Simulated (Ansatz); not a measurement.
# Au: the cost of one run

Computed with Ansatz 0.2.0 (DFT PBEsol, scalar-relativistic, plane waves, PAW, unless a step's input says otherwise).

1 further run of the same task is left out (set aside as unsound or not needed).

**1. The system as given**

Symmetry: Cmcm, No. 63, orthorhombic system. Conventional cell: a = 2.820 Å, b = 5.034 Å, c = 4.801 Å, α = 90.00°, β = 90.00°, γ = 90.00°. Around Au (site symmetry m2m) lie 12 Au at 2.82 to 2.92 Å.

As a file:

```
Au
1.0
     1.41002   -2.51700    0.00000
     1.41002    2.51700    0.00000
     0.00000    0.00000    4.80068
Au
2
Direct
  0.66386 0.33614 0.25000
  0.33614 0.66386 0.75000
```

It goes back to an entry of the Materials Project, which need not be the stable form.

It is the result of an earlier relaxation at this level (volume 17.04 Å³/atom; gap on the mesh: none (metal)).

**2. The reference cell**

Reference values: F = -26014.1807 eV; pressure -0.02 GPa; largest force 0.001 eV/Å; gap on the mesh none (metal). It was computed beforehand with the settings of the runs below.

**3. The disturbance**

All atoms moved at random, sigma 0.1 Å a component. Displacements in the unstrained cell, with the mean shift removed:

```tsv
atom	ux (Å)	uy (Å)	uz (Å)
Au1	-0.024	0.028	0.012
Au2	0.024	-0.028	-0.012
```

**4. The disturbed cell, one point**

The input, input.yaml:

```yaml
crystal:
  lattice:
    - [1.410015032, -2.517003099, 0.0]
    - [1.410015032, 2.517003099, 0.0]
    - [0.0, 0.0, 4.8006775515]
  atoms:
    - { symbol: Au, position: [0.6498451762, 0.3333498179, 0.2524939816] }
    - { symbol: Au, position: [0.3501548238, 0.6666501821, 0.7475060184] }
basis:
  ecutwfc: 420
kpoints:
  mp_grid: { grid: [14, 14, 8] }
hamiltonian:
  xc: pbesol
scf:
  occupations: { method: gaussian, width: 0.15 }
output:
  forces: true
  stress: true
  eigenvalues: true
```

The run is started by

```sh
ansatz run input.yaml --threads 1 --pin off --max-ram 2560MiB --backend cpu --events-out ev --progress --plain --runs-dir out
```

**Question.** How long does this run take on 1 thread of Arm Neoverse V2, shared host, and how much memory does it need?

About 23 s, with a peak of 0.67 GiB.
